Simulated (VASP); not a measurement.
# FeO (Wuestite) (R-3m) in VASP: single point with PBE

Aim: the single point of FeO (Wuestite) with PBE.

Everything below comes from runs of VASP 6.6.1. Logs are shortened: lines on timing, memory, paths and dates and some standing lists are left out, and cuts for length are marked.

### Step 1. The structure

It takes space group R-3m (No. 166, trigonal). Conventional cell: a = 3.038 Å, b = 3.038 Å, c = 7.559 Å, α = 90.00°, β = 90.00°, γ = 120.00°. Fe (site symmetry -3m) has 6 O at 2.16 Å as nearest neighbours. O (site symmetry -3m) has 6 Fe at 2.16 Å as nearest neighbours.

### Step 2. Single point, PBE, collinear spin, typed start

File INCAR:

```
PREC = Accurate
ENCUT = 520
EDIFF = 1E-6
ISMEAR = 0
SIGMA = 0.1
LREAL = F
LASPH = T
NELM = 150
ALGO = Normal
ISIF = 2
LWAVE = F
LCHARG = T
ISPIN = 2
MAGMOM = 4 0
LORBIT = 11
LMAXMIX = 4
GGA = PE
LELF = T
LVHAR = T
NBANDS = 18
```

File KPOINTS:

```
Automatic mesh
0
Gamma
  9 9 9
```

File POSCAR:

```
FeO
1.0
    1.5188209023      0.8768916568      2.5195772846
   -1.5188209023      0.8768916568      2.5195772846
    0.0000000000     -1.7537833135      2.5195772846
Fe O
1 1
Direct
    0.0000000000      0.0000000000      0.0000000000
    0.5000000000      0.5000000000      0.5000000000
```

Potentials or basis: VASP PAW PBE potentials, release 64 (Fe, O).

Run with:

```bash
$ cat potpaw_PBE.64/Fe/POTCAR potpaw_PBE.64/O/POTCAR > POTCAR
$ mpirun -np 1 vasp_std > vasp.out
```

OUTCAR:

```text
PREC = Accurate
   ENCUT = 520
   EDIFF = 1E-6
   ISMEAR = 0
   LREAL = F
   LASPH = T
   NELM = 150
   ISIF = 2
   ISPIN = 2
   LORBIT = 11
   GGA = PE

 ion  position               nearest neighbor table
   1  0.000  0.000  0.000-   2 2.16   2 2.16   2 2.16   2 2.16   2 2.16   2 2.16
   2  0.500  0.500  0.500-   1 2.16   1 2.16   1 2.16   1 2.16   1 2.16   1 2.16

  LATTYP: Found a trigonal (rhomboedric) cell.
 ALAT       =     3.0698575869
 COS(alpha) =     0.5104391626

  Lattice vectors:

 A1 = (   1.5188209023,   0.8768916568,   2.5195772846)
 A2 = (  -1.5188209023,   0.8768916568,   2.5195772846)
 A3 = (   0.0000000000,  -1.7537833135,   2.5195772846)

Analysis of symmetry for initial positions (statically):
=====================================================================
 Subroutine PRICEL returns:
 Original cell was already a primitive cell.

 Routine SETGRP: Setting up the symmetry group for a
 trigonal (rhombohedral) supercell.

 Subroutine GETGRP returns: Found 12 space group operations
 (whereof 12 operations were pure point group operations)
 out of a pool of 12 trial point group operations.

The static configuration has the point symmetry D_3d.

Analysis of symmetry for dynamics (positions and initial velocities):
=====================================================================
 Subroutine PRICEL returns:
 Original cell was already a primitive cell.

 Routine SETGRP: Setting up the symmetry group for a
 trigonal (rhombohedral) supercell.

 Subroutine GETGRP returns: Found 12 space group operations
 (whereof 12 operations were pure point group operations)
 out of a pool of 12 trial point group operations.

The dynamic configuration has the point symmetry D_3d.

Analysis of structural, dynamic, and magnetic symmetry:
=====================================================================
 Subroutine PRICEL returns:
 Original cell was already a primitive cell.

 Routine SETGRP: Setting up the symmetry group for a
 trigonal (rhombohedral) supercell.

 Subroutine GETGRP returns: Found 12 space group operations
 (whereof 12 operations were pure point group operations)
 out of a pool of 12 trial point group operations.

The overall configuration has the point symmetry D_3d.

 Subroutine INISYM returns: Found 12 space group operations
 (whereof 12 operations are pure point group operations),
 and found     1 'primitive' translations

----------------------------------------------------------------------------------------
[... 116 lines left out ...]
  Thomas-Fermi vector in A             =   2.567975
   LORBIT       =     11    0 simple, 1 ext, 2 COOP (PROOUT), +10 PAW based schemes
   GGA     = PE    functional components
   LHFCALC =     F    Hartree Fock is set to
   AEXX    =    0.0000 exact exchange contribution
   IVDW    =     0    specifies the selected vdW correction
   LEPSILON=     F    determine dielectric tensor
   LRPA    =     F    only Hartree local field effects (RPA)
 spin polarized calculation
 Gauss-broadening in eV      SIGMA  =   0.10
  energy-cutoff  :      520.00
  volume of cell :       20.13
 maximum number of plane-waves:       556
   NGX = 11   NGY = 11   NGZ = 11

 number of electron      13.9999999 magnetization       3.9995696

 Free energy of the ion-electron system (eV)
  ---------------------------------------------------
  ext. energy  EPLUGINS =         0.00000000
  ---------------------------------------------------
  free energy    TOTEN  =       -14.93345837 eV

  energy without entropy =      -14.92697484  energy(sigma->0) =      -14.93021660

 E-fermi :   6.1126     XC(G=0): -12.1347

 val. band max:        6.1109826734   @ k =   0.2222   0.2222   0.1111
 cond. band min:       6.1129722120   @ k =  -0.1111   0.4444   0.1111
 fundamental gap:      0.0019895386
 Fermi energy:         6.1125777619

 spin component 1

 k-point     1 :       0.0000    0.0000    0.0000
  band No.  band energies     occupation
      1     -14.5335      1.00000
      2       2.2303      1.00000
      3       2.2933      1.00000
      4       2.2933      1.00000
      5       2.3011      1.00000
      6       2.4005      1.00000
[... 493 lines left out ...]
     17      35.9049      0.00000
     18      35.9201      0.00000

 [... further k-points ...]

 spin component 2

 k-point     1 :       0.0000    0.0000    0.0000
  band No.  band energies     occupation
      1     -14.0032      1.00000
      2       2.8544      1.00000
      3       2.9568      1.00000
      4       2.9568      1.00000
      5       5.3541      1.00000
      6       5.4414      1.00000
[... 493 lines left out ...]
     17      36.0763      0.00000
     18      36.0905      0.00000

 [... further k-points ...]

------------------------ aborting loop because EDIFF is reached ----------------------------------------

  FORCE on cell =-STRESS in cart. coord.  units (eV):
  Direction    XX          YY          ZZ          XY          YZ          ZX
  --------------------------------------------------------------------------------------
  -------------------------------------------------------------------------------------
  Total       -0.1057706     -0.1057706     -0.2475709      0.0000000     -0.0000000      0.0000000
  in kB       -8.4167436     -8.4167436    -19.7005688      0.0000000     -0.0000000      0.0000000
  external PRESSURE =     -12.1780186 kB  Pullay stress =       0.0000000 kB

 VOLUME and BASIS-vectors are now :
 -----------------------------------------------------------------------------
  energy-cutoff  :      520.00
  volume of cell :       20.13
      direct lattice vectors                 reciprocal lattice vectors
     1.518820902  0.876891657  2.519577285     0.329202738  0.190065290  0.132297324
    -1.518820902  0.876891657  2.519577285    -0.329202738  0.190065290  0.132297324
     0.000000000 -1.753783314  2.519577285     0.000000000 -0.380130579  0.132297324

 POSITION                                       TOTAL-FORCE (eV/Angst)
 -----------------------------------------------------------------------------------
      0.00000      0.00000      0.00000        -0.000000      0.000000      0.000000
      0.00000      0.00000      3.77937         0.000000     -0.000000     -0.000000
 -----------------------------------------------------------------------------------
    total drift:                               -0.000000      0.000000     -0.000000

  FREE ENERGIE OF THE ION-ELECTRON SYSTEM (eV)
  ---------------------------------------------------
  free  energy   TOTEN  =       -14.9334583666 eV

  energy  without entropy=      -14.9269748424  energy(sigma->0) =      -14.93021660

 total charge

# of ion       s       p       d       tot
------------------------------------------
    1        0.286   0.355   6.082   6.722
    2        1.556   3.435   0.000   4.991
--------------------------------------------------
tot          1.842   3.789   6.082  11.713

 magnetization (x)

# of ion       s       p       d       tot
------------------------------------------
    1        0.027   0.021   3.572   3.620
    2        0.030   0.271   0.000   0.301
--------------------------------------------------
tot          0.057   0.292   3.572   3.920
```

It took 44 s on 1 thread of AMD EPYC 9R45 (Zen 5), shared host; peak memory 0.15 GiB.

Results:

```
Free energy                                           : -14.9335 eV
Pressure                                              : -1.2 GPa
Band gap on the k mesh                                : none (metal or under the smearing width)
Net moment                                            : 4.00 μB per cell
Site moments                                          : Fe +3.62; O +0.30 μB
Valence electrons inside the program's atomic spheres : Fe 6.72; O 4.99
```

Stress tensor (GPa, compression positive):
```
-0.84  0.00  0.00
 0.00 -0.84  0.00
 0.00  0.00 -1.97
```

Caveat: a cell with one magnetic atom can't hold antiferromagnetic order, which such compounds often take; semilocal functionals often make such compounds metallic where correlation or magnetic order opens a gap, which also shifts bond lengths.
